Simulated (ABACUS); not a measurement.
Crystal: LiCl.

```
CELL_PARAMETERS angstrom
0.00000 2.56477 2.56477
2.56477 0.00000 2.56477
2.56477 2.56477 0.00000
ATOMIC_POSITIONS crystal
Cl 0.50000 0.50000 0.50000
Li 0.00000 0.00000 0.00000
```

| Item | Value |
| --- | --- |
| Program | ABACUS 3.10.1 |
| Task | relaxation of cell and atoms |
| Functional | revPBE |
| Potentials or basis | GBRV ultrasoft 1.5 PBE |
| Cutoff | 544 eV |
| Density cutoff | 4354 eV |
| Basis | plane waves |
| k mesh | 7 × 7 × 7 |
| Occupations | fermi-dirac, width 0.05 eV |
| Spin | no spin polarisation |

At the start: pressure 2.1 GPa; volume 16.87 Å³/atom.

Question: How do energy, volume and symmetry change on relaxing?

Answer: Over 3 steps the energy falls by 6.9 meV/atom and the volume is 17.92 Å³/atom (+6.2 %); space group Fm-3m (No. 225, to 0.05 Å).

The path:
| step | energy change (eV) | largest force (eV/Å) | pressure (GPa) | volume (Å³) |
| --- | --- | --- | --- | --- |
| 1 | 0.0000 | 0.0000 | 2.06 | 33.74 |
| 2 | -0.0019 | 0.0000 | 1.89 | 33.90 |
| 3 | -0.0137 | 0.0000 | 0.13 | 35.84 |

Final structure:
```yaml
crystal:
  lattice:
    - [0.00000, 2.61690, 2.61690]
    - [2.61690, 0.00000, 2.61690]
    - [2.61690, 2.61690, 0.00000]
  atoms:
    - { symbol: Cl, position: [0.50000, 0.50000, 0.50000] }
    - { symbol: Li, position: [0.00000, 0.00000, 0.00000] }
```

Caveat: the potentials were made for another functional, which shifts forces and pressure.
